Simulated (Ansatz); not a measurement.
The geometry is COD entry 9011033, unchecked; take it as a test cell.

A run on Ca: DFT, PBE, all-electron LAPW, scalar-relativistic (Ansatz 0.2.0). The input:

```yaml
crystal:
  lattice:
    - [0.0, 2.7942, 2.7942]
    - [2.7942, 0.0, 2.7942]
    - [2.7942, 2.7942, 0.0]
  atoms:
    - { symbol: Ca, position: [0.0, 0.0, 0.0] }
kpoints:
  mp_grid: { grid: [11, 11, 11] }
scf:
  occupations: { method: fermi_dirac, width: 0.08 }
hamiltonian:
  xc: pbe
  pseudopotentials:
    kind: all_electron
    lapw: { basis_error: 0.0005, muffin_tin_radii: { Ca: 2.213 } }
output:
  forces: true
  stress: true
  eigenvalues: true
```

Task: Did this run give a result to trust?

Result: No. The program refused the input. The typed spheres overlap: twice 2.213 Å exceeds the shortest distance, 3.952 Å; smaller radii, or none typed, cure it. It says:
```
Error: `kind: all_electron` solves this crystal on LAPW (the input types lapw, or this build lists no dataset of some species for it), and no LAPW basis is found for it: the given muffin-tin radii of Ca and Ca, or the smallest supported ones, add up to 4.426 Å, and 3.952 Å are free between these atoms; give smaller radii, or leave one out; where each species has a listed dataset, leave lapw and dirac_shells out and run without spin–orbit coupling, or set another kind (and leave the keys of all_electron out)
```
